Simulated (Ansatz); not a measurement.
# SnSe2 (P-3m1) in Ansatz: reference runs

How does SnSe2 come out in PBE? The cell is run as given and disturbed.

All numbers are computed with Ansatz 0.2.0; they aren't measurements. Logs are shortened: lines on timing, memory, paths and dates and some standing lists are left out, and cuts for length are marked.

## (1) The crystal as given

Symmetry: P-3m1, No. 164, trigonal system. The conventional cell has a = 3.811 Å, b = 3.811 Å, c = 6.136 Å, α = 90.00°, β = 90.00°, γ = 120.00°. Sn (site symmetry -3m) is surrounded by 6 Se at 2.68 Å. Se (site symmetry 3m) is surrounded by 3 Sn at 2.68 Å.

## (2) Single point, PBE

File input.yaml:

```yaml
crystal:
  lattice:
    - [3.811, 0.0, 0.0]
    - [-1.9055, 3.3004228138, 0.0]
    - [0.0, 0.0, 6.136]
  atoms:
    - { symbol: Sn, position: [0.0, 0.0, 0.0] }
    - { symbol: Se, position: [0.6666666667, 0.3333333333, 0.751] }
    - { symbol: Se, position: [0.3333333333, 0.6666666667, 0.249] }
kpoints:
  mp_grid: { grid: [8, 8, 5] }
scf:
  occupations: { method: fermi_dirac, width: 0.05 }
hamiltonian:
  xc: pbe
  pseudopotentials: { kind: all_electron, lapw: { basis_error: 0.001 } }
output:
  forces: true
  stress: true
  eigenvalues: true
  populations: true
```

Potentials or basis: all-electron LAPW, scalar-relativistic.

Started as:

```
ansatz run input.yaml --threads 2 --pin off --max-ram 6144MiB --backend cpu --events-out ev --progress --plain --runs-dir out
```

Standard output:

```text
Warning: RAYON_NUM_THREADS=2 ignored (pool sized by the plan → 2); use --threads N
Sn: projections on atomic orbitals take those of the free atom 1s2 2s2 2p6 3s2 3p6 3d10 4s2 4p6 4d10 5s2 5p2, of charge +0.00 (hamiltonian.pseudopotentials.projection_atoms)
Se: projections on atomic orbitals take those of the free atom 1s2 2s2 2p6 3s2 3p6 3d10 4s2 4p4, of charge +0.00 (hamiltonian.pseudopotentials.projection_atoms)
LAPW: plane waves up to 8.264 Å⁻¹, error target 1.0e-3 eV per atom; small_component_spin mean_spin; Se in spheres of 1.286 Å, 24 of its electrons in bands, Dirac shells []; Sn in spheres of 1.392 Å, 22 of its electrons in bands, Dirac shells [] (how accurate: hamiltonian.pseudopotentials.lapw.basis_error, Limitations)
Engine: ansatz 0.2.0, aarch64-unknown-linux-gnu
Pseudopotentials: kind: all_electron
Pseudopotential: Sn, LAPW, valence charge 22, lapw/all_electron/scalar/gaussian/Sn, Koelling and Harmon's equation, gaussian nucleus
Pseudopotential: Se, LAPW, valence charge 24, lapw/all_electron/scalar/gaussian/Se, Koelling and Harmon's equation, gaussian nucleus
Functional definition: PBE
  parameter kappa = 0.804
  parameter beta = 0.06672455060314922
  exchange = pbe_x(kappa = kappa, mu = beta*pi^2/3)
  correlation = pbe_c(beta = beta)
Crystal: 3 atoms, lattice volume = 77.178 Å³
Basis set: ecut = 260.20535938842596 eV, 713 PW (Γ), exchange–correlation at level 2
Bands: 42, of which v1, the nominal top of the filled ones, is band 35 counted from 1 (34 counted from 0)
Symmetry: 12 space group operations
Space group: P-3m1 (ITA 164), of the structure as read, at distance tolerance 4.3e-5 Å
k-points: 40 of 320
Non-local potential: Sn, projectors of the file, none
Non-local potential: Se, projectors of the file, none
Initial density: superposition of atomic densities (chi_scale 0.1, normalization cell, long waves kept (reshape's long-wave potential 0.16 eV rms))
Initial wavefunctions: plane waves of lowest kinetic energy (no species holds an atomic orbital)
Functional: x = pbe(κ = 0.804, μ = 0.2195149727645171), c = pbe(β = 0.06672455060314922)
iter 1 solved again at ethr=1.20e-3 eV; its pass at ethr=1.00e-1 eV (dr2=8.43e-1 eV) is discarded
SCF iter   1: F=—  HF=-300341.945363 eV  |F-HF|=—  |Δ(HF+E_count)|=         —  Δρ=2.66e-2  dr2=8.43e-1  ethr=1.20e-3  ⟨swp⟩=2.0  Hψ=10746  notcnv=0
preconditioner: auto → Resta (q_TF=auto, 2.684 Å⁻¹)  ε∞=2.6  [insulator: Δε(μ)=1.163 eV  Ē_g=17.139 eV  σ=0.050 eV  W_gap=1.00  n_scr=22 (ndim 8)  ℏωp=21.6 eV  f_vac=0.145  D(μ)=0.00/eV (n_scr^D=0)  ε∞_Penn≈2.6]
SCF iter   2: F=—  HF=-300341.685801 eV  |F-HF|=—  |Δ(HF+E_count)|=   2.60e-1  Δρ=1.22e-2  dr2=1.47e-1  ethr=1.20e-3  ⟨swp⟩=2.1  Hψ=5165  notcnv=0
SCF iter   3: F=—  HF=-300341.669039 eV  |F-HF|=—  |Δ(HF+E_count)|=   1.68e-2  Δρ=5.67e-3  dr2=3.23e-2  ethr=2.10e-4  ⟨swp⟩=2.0  Hψ=5115  notcnv=0
iter 4 solved again at ethr=2.19e-6 eV; its pass at ethr=4.61e-5 eV (dr2=1.53e-3 eV) is discarded
SCF iter   4: F=—  HF=-300341.670442 eV  |F-HF|=—  |Δ(HF+E_count)|=         —  Δρ=1.20e-3  dr2=1.54e-3  ethr=2.19e-6  ⟨swp⟩=2.0  Hψ=8363  notcnv=0
the basis was enlarged: its passes take 256.7 KiB over the memory plan, 2 of 2 planned eigensolver slots
SCF iter   5: F=—  HF=-300341.670972 eV  |F-HF|=—  |Δ(HF+E_count)|=   5.30e-4  Δρ=3.21e-4  dr2=1.27e-4  ethr=2.19e-6  ⟨swp⟩=3.0  Hψ=5028  notcnv=0
SCF iter   6: F=—  HF=-300341.671055 eV  |F-HF|=—  |Δ(HF+E_count)|=   8.28e-5  Δρ=1.27e-4  dr2=1.41e-5  ethr=1.81e-7  ⟨swp⟩=3.0  Hψ=5032  notcnv=0
SCF iter   7: F=—  HF=-300341.671077 eV  |F-HF|=—  |Δ(HF+E_count)|=   2.29e-5  Δρ=5.38e-5  dr2=2.91e-6  ethr=2.02e-8  ⟨swp⟩=3.0  Hψ=5115  notcnv=0
SCF iter   8: F=—  HF=-300341.671084 eV  |F-HF|=—  |Δ(HF+E_count)|=   6.67e-6  Δρ=1.35e-5  dr2=2.14e-7  ethr=4.15e-9  ⟨swp⟩=3.0  Hψ=5197  notcnv=0
SCF iter   9: F=-300341.671085 eV  HF=-300341.671085 eV  |F-HF|=8.73e-10  |Δ(HF+E_count)|=   7.35e-7  Δρ=3.49e-6  dr2=1.48e-8  ethr=3.06e-10  ⟨swp⟩=3.0  Hψ=5204  notcnv=0
SCF 1 converged in 9 iterations: F = -300341.671085 eV  dr2 = 1.48e-8
SCF converged after 9 iterations
Free energy (F): -300341.671085 eV
Harris-Foulkes:  -300341.671085 eV  (|F-HF|=8.73e-10)
Internal energy: -300341.671065 eV  (E = F + TS)
E sigma→0 (E₀):  -300341.671075 eV
Entropy (-TS):   -0.000020 eV (-0.007 meV/atom)
Fermi energy:    9.947353 eV
--- Per-component energies (eV) ---
  E_band       = -3919.782967
  E_kinetic    = 312176.213195
  E_xc         = -9291.088436
  E_electrostatic = -603226.795825  (all electrons and nuclei)
  E_smearing   = -0.000020  (= −TS)
  E_closure    = 0.000000  (closes the sum)
  E_atoms      = -300329.954360  (free atoms, spherical and without spin; not in F)
  Σ components = -300341.671085   (vs F -300341.671085, Δ=0.00e0)
  Basis errors (estimates in eV, not in F): energy 4.4e-4 per atom: plane waves 4.0e-4 (2.3e-4 summed), levels above the bands 6.7e-76, relativity 2.5e-8, radial functions 4.4e-5, core shells 5.2e-8; eigenvalues (radial functions only) 1.3e-6; not estimated: angular momenta, meshes, grids; target (lapw.basis_error) 1.0e-3; muffin-tin radii Se 1.286 Å, Sn 1.392 Å
--- Forces (eV/Å), atoms counted from 1 ---
  atom   1  Sn     0.00000000    -0.00000000     0.00000000
  atom   2  Se    -0.00000000     0.00000000    -0.78539659
  atom   3  Se     0.00000000    -0.00000000     0.78539659
  max |Σ_I F_I| component: 1.11e-16 eV/Å
--- Stress (GPa, compression-positive) ---
        5.033157       0.000000       0.000000
        0.000000       5.033157       0.000000
        0.000000       0.000000       6.525740
  P = ⅓ Tr σ = 5.5307 GPa (55.307 kbar)
--- Band table (eV; the first three rows and the last of 40) ---
  k-point 0: bands = ["-197.5659", "-197.5659", "-137.0481", "-137.0481", "-137.0481", "-137.0481", "-137.0031", "-137.0031", "-119.6696", "-75.4643", "-75.4643", "-75.4605", "-37.2734", "-37.2734", "-37.2733", "-37.2733", "-37.2399", "-37.2399", "-37.2393", "-37.2393", "-37.2268", "-37.2266", "-11.7508", "-11.7508", "-11.7122", "-11.6975", "-11.6975", "-4.4713", "-2.6964", "3.4627", "8.8285", "8.8285", "9.1342", "9.1342", "9.5166", "10.6252", "12.4795", "14.1728", "14.1728", "17.6669", "18.4813", "18.4813"]
  k-point 1: bands = ["-197.5659", "-197.5659", "-137.0481", "-137.0481", "-137.0481", "-137.0481", "-137.0031", "-137.0031", "-119.6696", "-75.4643", "-75.4643", "-75.4605", "-37.2734", "-37.2734", "-37.2733", "-37.2733", "-37.2399", "-37.2399", "-37.2393", "-37.2393", "-37.2268", "-37.2266", "-11.7508", "-11.7508", "-11.7122", "-11.6975", "-11.6975", "-4.4188", "-2.8087", "3.7351", "8.6551", "8.7898", "8.7898", "9.1941", "9.1941", "11.2848", "12.4855", "14.0759", "14.0759", "17.8885", "18.2487", "18.2487"]
  k-point 2: bands = ["-197.5659", "-197.5659", "-137.0481", "-137.0481", "-137.0481", "-137.0481", "-137.0031", "-137.0031", "-119.6696", "-75.4643", "-75.4643", "-75.4605", "-37.2734", "-37.2734", "-37.2733", "-37.2733", "-37.2397", "-37.2397", "-37.2394", "-37.2394", "-37.2268", "-37.2267", "-11.7508", "-11.7508", "-11.7121", "-11.6975", "-11.6975", "-4.3193", "-2.9998", "4.2713", "7.6548", "8.7446", "8.7446", "9.2746", "9.2746", "11.8883", "12.4642", "13.9270", "13.9270", "17.7648", "17.9660", "17.9660"]
  k-point 39: bands = ["-197.5659", "-197.5659", "-137.0481", "-137.0481", "-137.0481", "-137.0481", "-137.0031", "-137.0031", "-119.6696", "-75.4646", "-75.4645", "-75.4605", "-37.2731", "-37.2731", "-37.2729", "-37.2729", "-37.2399", "-37.2397", "-37.2397", "-37.2395", "-37.2264", "-37.2264", "-11.7859", "-11.7579", "-11.7036", "-11.6873", "-11.6777", "-2.4648", "-2.2696", "2.1369", "5.1407", "5.5004", "6.1982", "8.8701", "9.1417", "11.8051", "14.3663", "14.5966", "15.8229", "16.9490", "17.9580", "19.2203"]
--- Löwdin populations: 3 sites ---
  site symbol       q [e]
     0     Sn     49.4187
     1     Se     34.2282
     2     Se     34.2282
  spilling = 0.001059 (of n_electrons = 118.000000)
```

Wall time 16 s (2 threads of Arm Neoverse V1, shared host); peak memory 0.47 GiB.

Results:

| Item | Value |
| --- | --- |
| Free energy | -300341.6711 eV |
| Pressure | 5.5 GPa |
| Largest force | 0.785 eV/Å |
| Band gap on the k mesh | 0.81 eV, indirect (least direct gap 1.11 eV) |
| Loewdin charges | Sn +0.58; Se -0.23 e |

Forces in eV/Å, atoms in the order of the input:
```
Sn   0.000  0.000  0.000
Se   0.000  0.000 -0.785
Se   0.000  0.000  0.785
```

Levels at points of the mesh, in eV from the valence-band top:
```tsv
k point	band 31	band 32	band 33	band 34	band 35	band 36	band 37	band 38	band 39	band 40
(0.00, 0.00, 0.00)	-0.70	-0.70	-0.39	-0.39	-0.01	1.10	2.95	4.65	4.65	8.14
(0.00, -0.50, 0.00)	-4.48	-2.91	-2.68	-1.20	-0.30	1.16	3.80	5.46	5.49	7.28
```

Caveat: spin-orbit coupling is left out, which moves the levels of the heavy elements; an odd mesh through Γ misses points on the zone boundary, where band edges often lie; this functional lacks dispersion, which binds the layers, so the pressure and a relaxed spacing across them are unreliable.

## (3) Single point, PBE (atoms moved at random, drawn with an rms of 0.05 Å)

Changes to input.yaml since step 2:

```diff
@@ -6,5 +6,5 @@
   atoms:
-    - { symbol: Sn, position: [0.0, 0.0, 0.0] }
-    - { symbol: Se, position: [0.6666666667, 0.3333333333, 0.751] }
-    - { symbol: Se, position: [0.3333333333, 0.6666666667, 0.249] }
+    - { symbol: Sn, position: [-0.003073, -0.004042, -0.001879] }
+    - { symbol: Se, position: [0.668986, 0.342353, 0.749469] }
+    - { symbol: Se, position: [0.33318, 0.668456, 0.253169] }
 kpoints:
```

Potentials or basis: all-electron LAPW, scalar-relativistic.

Started as:

```
ansatz run input.yaml --threads 2 --pin off --max-ram 6144MiB --backend cpu --events-out ev --progress --plain --runs-dir out
```

Run time: 2.1 min. Hardware: 2 threads of Arm Neoverse V1, shared host; peak memory 0.92 GiB.

The run converged. Its results:

- Free energy: -300341.6880 eV
- Pressure: 4.9 GPa
- Largest force: 0.787 eV/Å
- Band gap on the k mesh: 0.75 eV, indirect (least direct gap 1.10 eV)
- Loewdin charges: Sn +0.58; Se -0.22, -0.23 e

Forces on the atoms (eV/Å):
```
Sn  -0.013  0.212  0.325
Se   0.017 -0.175 -0.767
Se  -0.004 -0.036  0.443
```

Stress tensor (GPa, compression positive):
```
 4.43  0.01 -0.05
 0.01  4.67  0.37
-0.05  0.37  5.52
```

Levels at points of the mesh, in eV from the valence-band top:
```
             k point  band 32  band 33  band 34  band 35  band 36  band 37  band 38  band 39
  (0.00, 0.00, 0.00)    -0.61    -0.37    -0.32    -0.03     1.07     3.00     4.62     4.71
 (0.00, -0.50, 0.00)    -2.97    -2.61    -1.21    -0.28     1.18     3.79     5.36     5.41
 (-0.50, 0.00, 0.00)    -2.93    -2.62    -1.27    -0.29     1.18     3.78     5.37     5.47
(-0.50, -0.50, 0.00)    -2.92    -2.62    -1.28    -0.29     1.18     3.78     5.38     5.47
```

Caveat: spin-orbit coupling is left out, which moves the levels of the heavy elements; an odd mesh through Γ misses points on the zone boundary, where band edges often lie.
